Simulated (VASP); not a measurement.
# Sb: relaxation of the atoms with PBE+D3(BJ)

Slab: Sb, a slab with vacuum.

```
Sb
1.0
     4.35349    0.00000    0.00000
    -2.17675    3.77024    0.00000
     0.00000    0.00000   28.00000
Sb
2
Direct
  0.33333 0.66667 0.52946
  0.66667 0.33333 0.47054
```

The cell isn't the ideal one: biaxial strain +0.070, atoms relaxed.

```json
{"Program": "VASP 6.6.1", "Task": "relaxation of the atoms", "Functional": "PBE", "Dispersion": "D3(BJ)", "Potentials or basis": "VASP PAW PBE potentials, release 64 (Sb)", "Cutoff": "520 eV", "k mesh": "9 × 9 × 1", "Occupations": "gaussian, width 0.02 eV", "Spin": "no spin polarisation", "Dipole correction": "yes", "Further INCAR settings": "ALGO = Normal; EDIFF = 1e-06; IBRION = 2; EDIFFG = -0.01; NSW = 60"}
```

The energy gained by relaxing is 14.8 meV/atom, the ionic steps are 3 and the largest force after relaxing is 0.003 eV/Å. The band gap on the k mesh is 0.93 eV, indirect (least direct gap 0.93 eV) and the dispersion energy per atom is -0.205 eV.

Forces on the atoms (eV/Å):
```
Sb   0.000  0.000 -0.003
Sb   0.000  0.000  0.003
```

The path:
```
step  energy change (eV)  largest force (eV/Å)  pressure (GPa)
   1              0.0000                0.6552           -0.74
   2             -0.0270                0.1935           -0.59
   3             -0.0295                0.0031           -0.52
```

Final structure:
```
CELL_PARAMETERS angstrom
4.35349 0.00000 0.00000
-2.17675 3.77024 0.00000
0.00000 0.00000 28.00000
ATOMIC_POSITIONS crystal
Sb 0.33333 0.66667 0.52789
Sb 0.66667 0.33333 0.47211
```

Levels at points of the mesh, in eV from the valence-band top:
```tsv
k point	band 3	band 4	band 5	band 6	band 7	band 8
(0.00, 0.00, 0.00)	-0.31	-0.31	-0.01	0.93	2.52	2.52
```

It took 110 s on 1 thread of Intel(R) Xeon(R) Platinum 8488C (Sapphire Rapids) (shared host), peak memory 0.54 GiB.

Caveat: spin-orbit coupling is left out, which moves the levels of the heavy elements.
